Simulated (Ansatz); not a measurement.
Crystal: I.

```
I
1.0
     3.63503   -2.39502    0.00000
     3.63503    2.39502    0.00000
     0.00000    0.00000    9.79344
I
4
Direct
  0.64930 0.35070 0.38440
  0.14930 0.85070 0.11560
  0.35070 0.64930 0.61560
  0.85070 0.14930 0.88440
```

* Program: Ansatz 0.2.0
* Task: relaxation of cell and atoms
* Functional: PBE
* Dispersion: D4
* Potentials or basis: Ansatz PAW
* Cutoff: 420 eV (not typed: the program's choice for these potentials)
* k mesh: 7 × 7 × 3
* Occupations: fermi-dirac, width 0.05 eV
* Spin: no spin polarisation

At the start: volume 42.63 Å³/atom.

Problem. How do energy, volume and symmetry change on relaxing?

Solution. It ends after 8 steps and the volume is 39.29 Å³/atom (-7.8 %); space group Cmce (No. 64, to 0.05 Å).

The path:
```csv
step,energy change (eV),largest force (eV/Å),volume (Å³)
1,0.0000,0.8725,170.52
2,-0.0715,0.4115,155.23
3,-0.1339,0.2136,161.06
4,-0.1737,0.0237,157.68
5,-0.1763,0.0151,157.03
6,-0.1769,0.0071,156.69
7,-0.1770,0.0033,157.16
8,-0.1756,0.0033,157.16
```

Final structure:
```
CELL_PARAMETERS angstrom
3.64007 -2.24189 0.00000
3.64007 2.24189 0.00000
0.00000 0.00000 9.62904
ATOMIC_POSITIONS crystal
I 0.67207 0.32793 0.37759
I 0.17207 0.82793 0.12241
I 0.32793 0.67207 0.62241
I 0.82793 0.17207 0.87759
```

Caveat: the plane-wave basis is chosen anew once the cell has moved, so the energies of steps on either side of that aren't comparable.
